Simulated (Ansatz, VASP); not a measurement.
## Ta: VASP beside Ansatz

File INCAR:

```
SYSTEM = Ta
ALGO     = Normal         ! electronic algorithm
EDIFF    = 1E-6           ! SCF threshold, eV
ENCUT    = 520            ! plane-wave cutoff, eV
GGA      = PE             ! functional
ISIF     = 2              ! what is computed and relaxed
ISMEAR   = 0              ! smearing method
LASPH    = .TRUE.         ! aspherical terms in the spheres
LCHARG   = .FALSE.        ! write CHGCAR
LREAL    = .FALSE.        ! projectors in reciprocal space
LWAVE    = .FALSE.        ! write WAVECAR
NBANDS   = 12             ! bands
NELM     = 80             ! most SCF steps
PREC     = Accurate       ! precision mode
SIGMA    = 0.1            ! smearing width, eV
```

File KPOINTS:

```
k-points
0
G
  18 18 18
  0 0 0
```

File POSCAR:

```
Ta
1.0
   -1.7058052656      1.7058052656      1.7058052656
    1.7058052656     -1.7058052656      1.7058052656
    1.7058052656      1.7058052656     -1.7058052656
Ta
1
Direct
    0.0000000000      0.0000000000      0.0000000000
```

Input for Ansatz:

```yaml
crystal:
  lattice:
    - [-1.7058052656, 1.7058052656, 1.7058052656]
    - [1.7058052656, -1.7058052656, 1.7058052656]
    - [1.7058052656, 1.7058052656, -1.7058052656]
  atoms:
    - { symbol: Ta, position: [0.0, 0.0, 0.0] }
basis:
  ecutwfc: 420
kpoints:
  mp_grid: { grid: [18, 18, 18] }
hamiltonian:
  xc: pbe
scf:
  occupations: { method: gaussian, width: 0.1 }
output:
  forces: true
  stress: true
  eigenvalues: true
```

Alike in both runs: task single point; functional PBE; k mesh 18 × 18 × 18; occupations gaussian, width 0.1 eV; no spin polarisation.

|  | VASP | Ansatz |
| --- | --- | --- |
| version | VASP 6.6.1 | Ansatz 0.2.0 |
| potentials or method | VASP PAW PBE potentials, release 64 (Ta_pv) | scalar-relativistic, plane waves, PAW |
| plane-wave cutoff (eV) | 520 | 420 |
| valence electrons in the cell | 11 | 13 |

```tsv
	VASP	Ansatz	Ansatz less VASP
gap on the k mesh at the Fermi level (eV)	none	none	-
pressure (GPa)	-13.7	-13.8	-0.01
```

A gap of «none» marks a metal or a gap that the smearing closes. The two sets of potentials don't hold the same shells in valence.

The runs have no spin-orbit coupling, so splittings on Ta are missing.
